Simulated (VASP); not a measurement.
# HC60N3 (a cell with a defect) in VASP: notebook

One crystal, HC60N3 (a cell with a defect), is run at these levels: PBE, LDA, r2SCAN; tasks: single point.

Program: VASP 6.6.1. These are calculated values, not measurements. Logs are shortened: lines on timing, memory, paths and dates and some standing lists are left out, and cuts for length are marked.

**1. The crystal as given**

The cell holds a defect, 64 atoms: a = 7.140 Å, b = 7.140 Å, c = 7.140 Å, α = 90.00°, β = 90.00°, γ = 90.00°.

The cell was built by a generator and needn't be a form met in nature.

**2. Single point, PBE**

The input, INCAR:

```
SYSTEM = HC60N3
  PREC = Accurate
  ENCUT = 520
  EDIFF = 1E-6
  ISMEAR = 0
  SIGMA = 0.03
  LREAL = .FALSE.
  LASPH = .TRUE.
  NELM = 80
  ALGO = Fast
  ISIF = 2
  LWAVE = .FALSE.
  LCHARG = .FALSE.
  GGA = PE
  NBANDS = 166
```

The input, KPOINTS:

```
regular mesh
0
G
  2 2 2
  0 0 0
```

The input, POSCAR:

```
HC60N3
1.0
    7.1400000000      0.0000000000      0.0000000000
    0.0000000000      7.1400000000      0.0000000000
    0.0000000000      0.0000000000      7.1400000000
H C N
1 60 3
Direct
    0.5382750900      0.5382750900      0.5382750900
    0.6319130000      0.6319130000      0.6319130000
    0.5014860000      0.7507060000      0.7507060000
    0.7507060000      0.5014860000      0.7507060000
    0.7507060000      0.7507060000      0.5014860000
    0.4950870000      0.2505090000      0.7494590000
    0.4950870000      0.7494590000      0.2505090000
    0.2505090000      0.4950870000      0.7494590000
    0.7494590000      0.4950870000      0.2505090000
    0.2505090000      0.7494590000      0.4950870000
    0.7494590000      0.2505090000      0.4950870000
    0.6235760000      0.3759650000      0.8734240000
    0.6235760000      0.8734240000      0.3759650000
    0.3759650000      0.6235760000      0.8734240000
    0.8734240000      0.6235760000      0.3759650000
    0.3759650000      0.8734240000      0.6235760000
    0.8734240000      0.3759650000      0.6235760000
    0.5050870000      0.2510410000      0.2510410000
    0.2510410000      0.5050870000      0.2510410000
    0.2510410000      0.2510410000      0.5050870000
    0.1273950000      0.6227350000      0.6227350000
    0.6227350000      0.1273950000      0.6227350000
    0.6227350000      0.6227350000      0.1273950000
    0.9999620000      0.4999560000      0.4999560000
    0.4999560000      0.9999620000      0.4999560000
    0.4999560000      0.4999560000      0.9999620000
    0.1278200000      0.3773090000      0.3773090000
    0.3773090000      0.1278200000      0.3773090000
    0.3773090000      0.3773090000      0.1278200000
    0.6239330000      0.8758650000      0.8758650000
    0.8758650000      0.6239330000      0.8758650000
    0.8758650000      0.8758650000      0.6239330000
    0.0011195000      0.7494200000      0.7494200000
    0.7494200000      0.0011195000      0.7494200000
    0.7494200000      0.7494200000      0.0011195000
    0.1237350000      0.3750450000      0.8761320000
    0.1237350000      0.8761320000      0.3750450000
    0.3750450000      0.1237350000      0.8761320000
    0.8761320000      0.1237350000      0.3750450000
    0.3750450000      0.8761320000      0.1237350000
    0.8761320000      0.3750450000      0.1237350000
    0.9987500000      0.2495250000      0.7493430000
    0.9987500000      0.7493430000      0.2495250000
    0.2495250000      0.9987500000      0.7493430000
    0.7493430000      0.9987500000      0.2495250000
    0.2495250000      0.7493430000      0.9987500000
    0.7493430000      0.2495250000      0.9987500000
    0.1237820000      0.1237820000      0.6246850000
    0.1237820000      0.6246850000      0.1237820000
    0.6246850000      0.1237820000      0.1237820000
    0.0017403000      0.2503660000      0.2503660000
    0.2503660000      0.0017403000      0.2503660000
    0.2503660000      0.2503660000      0.0017403000
    0.1249420000      0.8743930000      0.8743930000
    0.8743930000      0.1249420000      0.8743930000
    0.8743930000      0.8743930000      0.1249420000
    0.9999680000      0.9999680000      0.4998950000
    0.9999680000      0.4998950000      0.9999680000
    0.4998950000      0.9999680000      0.9999680000
    0.1254050000      0.1254050000      0.1254050000
    0.9997840000      0.9997840000      0.9997840000
    0.6351560000      0.3648080000      0.3648080000
    0.3648080000      0.6351560000      0.3648080000
    0.3648080000      0.3648080000      0.6351560000
```

Potentials or basis: VASP PAW PBE potentials, release 64 (H, C, N).

Launch:

```
> cat potpaw_PBE.64/H/POTCAR potpaw_PBE.64/C/POTCAR potpaw_PBE.64/N/POTCAR > POTCAR
> mpirun -np 1 vasp_std > vasp.out
```

OUTCAR:

```text
SYSTEM = HC60N3
   PREC = Accurate
   ENCUT = 520
   EDIFF = 1E-6
   ISMEAR = 0
   LREAL = .FALSE.
   LASPH = .TRUE.
   NELM = 80
   ISIF = 2
   GGA = PE

 ion  position               nearest neighbor table
   1  0.538  0.538  0.538-   2 1.16
   2  0.632  0.632  0.632-   1 1.16   3 1.52   4 1.52   5 1.52
   3  0.501  0.751  0.751-   2 1.52  30 1.54  16 1.55  14 1.55
   4  0.751  0.501  0.751-   2 1.52  31 1.54  17 1.55  12 1.55
   5  0.751  0.751  0.501-   2 1.52  32 1.54  15 1.55  13 1.55
   6  0.495  0.251  0.749-  64 1.48  38 1.54  22 1.56  12 1.56
   7  0.495  0.749  0.251-  63 1.48  40 1.54  23 1.56  13 1.56
[... 52 lines left out ...]
  60  0.125  0.125  0.125-  51 1.54  52 1.54  53 1.54  61 1.55
  61  1.000  1.000  1.000-  54 1.55  55 1.55  56 1.55  60 1.55
  62  0.635  0.365  0.365-  18 1.48  11 1.48   9 1.48
  63  0.365  0.635  0.365-  19 1.48  10 1.48   7 1.48
  64  0.365  0.365  0.635-  20 1.48   8 1.48   6 1.48

  LATTYP: Found a simple cubic cell.
 ALAT       =     7.1400000000

  Lattice vectors:

 A1 = (   7.1400000000,   0.0000000000,   0.0000000000)
 A2 = (   0.0000000000,   7.1400000000,   0.0000000000)
 A3 = (   0.0000000000,   0.0000000000,   7.1400000000)

Analysis of symmetry for initial positions (statically):
=====================================================================
 Subroutine PRICEL returns:
 Original cell was already a primitive cell.

 Routine SETGRP: Setting up the symmetry group for a
 simple cubic supercell.

 Subroutine GETGRP returns: Found  6 space group operations
 (whereof  6 operations were pure point group operations)
 out of a pool of 48 trial point group operations.

The static configuration has the point symmetry C_3v.

Analysis of symmetry for dynamics (positions and initial velocities):
=====================================================================
 Subroutine PRICEL returns:
 Original cell was already a primitive cell.

 Routine SETGRP: Setting up the symmetry group for a
 simple cubic supercell.

 Subroutine GETGRP returns: Found  6 space group operations
 (whereof  6 operations were pure point group operations)
 out of a pool of 48 trial point group operations.

The dynamic configuration has the point symmetry C_3v.

 Subroutine INISYM returns: Found  6 space group operations
 (whereof  6 operations are pure point group operations),
 and found     1 'primitive' translations

----------------------------------------------------------------------------------------

                                     Primitive cell

  volume of cell :     363.9943
[... 201 lines left out ...]
   TEBEG  =    0.0;   TEEND  =   0.0 temperature during run
   PSTRESS=    0.0 pullay stress
   NELECT =     256.0000    total number of electrons
   NUPDOWN=      -1.0000    fix difference up-down
   EMIN   =  10.00;   EMAX   =-10.00  energy-range for DOS
   EFERMI =   0.00;   METHOD = LEGACY
   ISMEAR =     0;   SIGMA  =   0.03  broadening in eV -4-tet -1-fermi 0-gaus
   EFERMI_NEDOS =   21; number of points for ismear=-14 and -15
   IALGO  =     68    algorithm
   IMIX   =      4    mixing-type and parameters
     AMIX     =   0.40;   BMIX     =  1.00
     AMIX_MAG =   1.60;   BMIX_MAG =  1.00
  volume/ion in A,a.u.               =       5.69        38.38
  Fermi-wavevector in a.u.,A,eV,Ry     =   1.455872  2.751200 28.838420  2.119564
  Thomas-Fermi vector in A             =   2.572856
   LORBIT       =      0    0 simple, 1 ext, 2 COOP (PROOUT), +10 PAW based schemes
   GGA     = PE    functional components
   LHFCALC =     F    Hartree Fock is set to
   AEXX    =    0.0000 exact exchange contribution
   IVDW    =     0    specifies the selected vdW correction
   LEPSILON=     F    determine dielectric tensor
   LRPA    =     F    only Hartree local field effects (RPA)
 non-spin polarized calculation
 RMM-DIIS sequential band-by-band and
 Gauss-broadening in eV      SIGMA  =   0.03
  energy-cutoff  :      520.00
  volume of cell :      363.99
 maximum number of plane-waves:      9808
 NGX is ok and might be reduce to    54
   NGX = 27   NGY = 27   NGZ = 27

 number of electron     256.0000001 magnetization

 Free energy of the ion-electron system (eV)
  ---------------------------------------------------
  ext. energy  EPLUGINS =         0.00000000
  ---------------------------------------------------
  free energy    TOTEN  =      -570.43563423 eV

  energy without entropy =     -570.43563423  energy(sigma->0) =     -570.43563423

 E-fermi :   9.9983     XC(G=0): -13.1726

 val. band max:        9.8136883999   @ k =   0.0000   0.0000   0.0000
 cond. band min:      13.5149890993   @ k =   0.5000   0.0000   0.0000
 fundamental gap:      3.7013006995
 Fermi energy:         9.9982997870

 k-point     1 :       0.0000    0.0000    0.0000
  band No.  band energies     occupation
      1     -12.2447      2.00000
      2     -10.6112      2.00000
      3     -10.6112      2.00000
      4     -10.1617      2.00000
      5      -9.7651      2.00000
      6      -9.7651      2.00000
[... 561 lines left out ...]
    139      15.4637      0.00000
    140      15.4677      0.00000
 [bands above 140 left out]

------------------------ aborting loop because EDIFF is reached ----------------------------------------

  FORCE on cell =-STRESS in cart. coord.  units (eV):
  Direction    XX          YY          ZZ          XY          YZ          ZX
  --------------------------------------------------------------------------------------
  -------------------------------------------------------------------------------------
  Total        1.7512902      1.7512902      1.7512902     -2.2387815     -2.2387815     -2.2387815
  in kB        7.7085741      7.7085741      7.7085741     -9.8543424     -9.8543424     -9.8543424
  external PRESSURE =       7.7085741 kB  Pullay stress =       0.0000000 kB

 VOLUME and BASIS-vectors are now :
 -----------------------------------------------------------------------------
  energy-cutoff  :      520.00
  volume of cell :      363.99
      direct lattice vectors                 reciprocal lattice vectors
     7.140000000  0.000000000  0.000000000     0.140056022  0.000000000  0.000000000
     0.000000000  7.140000000  0.000000000     0.000000000  0.140056022  0.000000000
     0.000000000  0.000000000  7.140000000     0.000000000  0.000000000  0.140056022

 POSITION                                       TOTAL-FORCE (eV/Angst)
 -----------------------------------------------------------------------------------
      3.84328      3.84328      3.84328         1.234426      1.234426      1.234426
      4.51186      4.51186      4.51186        -1.061725     -1.061725     -1.061725
      3.58061      5.36004      5.36004         0.022698     -0.064032     -0.064032
      5.36004      3.58061      5.36004        -0.064032      0.022698     -0.064032
      5.36004      5.36004      3.58061        -0.064032     -0.064032      0.022698
      3.53492      1.78863      5.35114         0.020421     -0.006347      0.013220
[... 56 lines left out ...]
      2.60473      4.53501      2.60473        -0.036174     -0.023575     -0.036174
      2.60473      2.60473      4.53501        -0.036174     -0.036174     -0.023575
 -----------------------------------------------------------------------------------
    total drift:                                0.000086      0.000086      0.000082

  FREE ENERGIE OF THE ION-ELECTRON SYSTEM (eV)
  ---------------------------------------------------
  free  energy   TOTEN  =      -570.4356342330 eV

  energy  without entropy=     -570.4356342330  energy(sigma->0) =     -570.43563423
```

It took 4.5 min on 1 thread of Intel Xeon 6975P-C (Granite Rapids), shared host; peak memory 0.5 GiB.

Results:

- Free energy: -570.4356 eV
- Pressure: 0.8 GPa
- Largest force: 2.138 eV/Å
- Band gap on the k mesh: 3.70 eV, indirect (least direct gap 3.76 eV)

Forces in eV/Å, atoms in the order of the input:
```
H    1.234  1.234  1.234
C   -1.062 -1.062 -1.062
C    0.023 -0.064 -0.064
C   -0.064  0.023 -0.064
C   -0.064 -0.064  0.023
C    0.020 -0.006  0.013
C    0.020  0.013 -0.006
C   -0.006  0.020  0.013
C    0.013  0.020 -0.006
C   -0.006  0.013  0.020
C    0.013 -0.006  0.020
C    0.007  0.006  0.000
C    0.007  0.000  0.006
C    0.006  0.007  0.000
C    0.000  0.007  0.006
C    0.006  0.000  0.007
C    0.000  0.006  0.007
C   -0.002 -0.025 -0.025
C   -0.025 -0.002 -0.025
C   -0.025 -0.025 -0.002
C   -0.001 -0.003 -0.003
C   -0.003 -0.001 -0.003
C   -0.003 -0.003 -0.001
C   -0.005 -0.001 -0.001
C   -0.001 -0.005 -0.001
C   -0.001 -0.001 -0.005
C    0.000  0.002  0.002
C    0.002  0.000  0.002
C    0.002  0.002  0.000
C   -0.002  0.011  0.011
C    0.011 -0.002  0.011
C    0.011  0.011 -0.002
C   -0.002  0.002  0.002
C    0.002 -0.002  0.002
C    0.002  0.002 -0.002
C    0.002 -0.004 -0.005
C    0.002 -0.005 -0.004
C   -0.004  0.002 -0.005
C   -0.005  0.002 -0.004
C   -0.004 -0.005  0.002
C   -0.005 -0.004  0.002
C    0.000 -0.001 -0.006
C    0.000 -0.006 -0.001
C   -0.001  0.000 -0.006
C   -0.006  0.000 -0.001
C   -0.001 -0.006  0.000
C   -0.006 -0.001  0.000
C    0.002  0.002  0.002
C    0.002  0.002  0.002
C    0.002  0.002  0.002
C    0.001 -0.003 -0.003
C   -0.003  0.001 -0.003
C   -0.003 -0.003  0.001
C    0.002  0.000  0.000
C    0.000  0.002  0.000
C    0.000  0.000  0.002
C    0.005  0.005  0.010
C    0.005  0.010  0.005
C    0.010  0.005  0.005
C   -0.004 -0.004 -0.004
C    0.001  0.001  0.001
N   -0.024 -0.036 -0.036
N   -0.036 -0.024 -0.036
N   -0.036 -0.036 -0.024
```

Levels at points of the mesh, in eV from the valence-band top:
```
           k point  band 125  band 126  band 127  band 128  band 129  band 130  band 131  band 132
(0.00, 0.00, 0.00)     -1.49     -0.18      0.00      0.00      3.76      3.94      3.94      4.15
(0.50, 0.00, 0.00)     -1.75     -0.89     -0.63     -0.58      3.70      3.83      4.69      5.07
(0.50, 0.50, 0.00)     -1.19     -1.18     -0.37     -0.31      5.04      5.07      5.29      5.51
(0.50, 0.50, 0.50)     -2.02     -0.59     -0.44     -0.44      4.95      4.95      5.13      5.47
```

Caveat: the k mesh is coarse (spacing up to 0.44 Å⁻¹), so the values aren't converged.

(Part 1 of 2 ends here.)
